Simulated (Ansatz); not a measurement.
ZrS₂, one structure, two calculations

Cell: a computed structure from the Materials Project (it need not be an observed phase) whose atoms were relaxed with PBE, the cell held.

```yaml
crystal:
  lattice:
    - [3.69138, 0.00000, 0.00000]
    - [-1.84569, 3.19683, 0.00000]
    - [0.00000, 0.00000, 6.04108]
  atoms:
    - { symbol: Zr, position: [0.00000, 0.00000, 0.00000] }
    - { symbol: S, position: [0.66667, 0.33333, 0.76141] }
    - { symbol: S, position: [0.33333, 0.66667, 0.23859] }
```

Atoms are numbered from 1 in the order listed; like atoms form one site, named after its first atom.

First run. Method: Kohn–Sham DFT in Ansatz, PBE, plane waves and PAW, scalar-relativistic, 420 eV cutoff, Γ-centred 10×10×6 k-points, Fermi–Dirac smearing 0.01 eV.

```csv
site,atom,V_zz (10²¹ V/m²),η
Zr,1,-0.57,0.00
S,2,-0.25,0.00
```

Second run. The same atoms and settings, except that the functional is r2SCAN and the cutoff is 500 eV.

**Question.** Given the first result, estimate the second.

**Answer.** 

```
site  atom   V_zz     η  change of V_zz
  Zr     1  -0.34  0.00           +0.23
   S     2  -0.22  0.00           +0.03
```

The largest change of V_zz is on Zr, from -0.57 to -0.34. In per cent, |V_zz| changes by -40 on Zr (all sites that start above 0.5).

For the first run: Without spin–orbit coupling (the program notes it for Zr) the gradients can shift somewhat, as the gap is small.
For the second run: Without spin–orbit coupling (the program notes it for Zr) the gradients are little affected as a rule: paired runs on crystals with a gap mostly move them by under 2 % at such atoms.
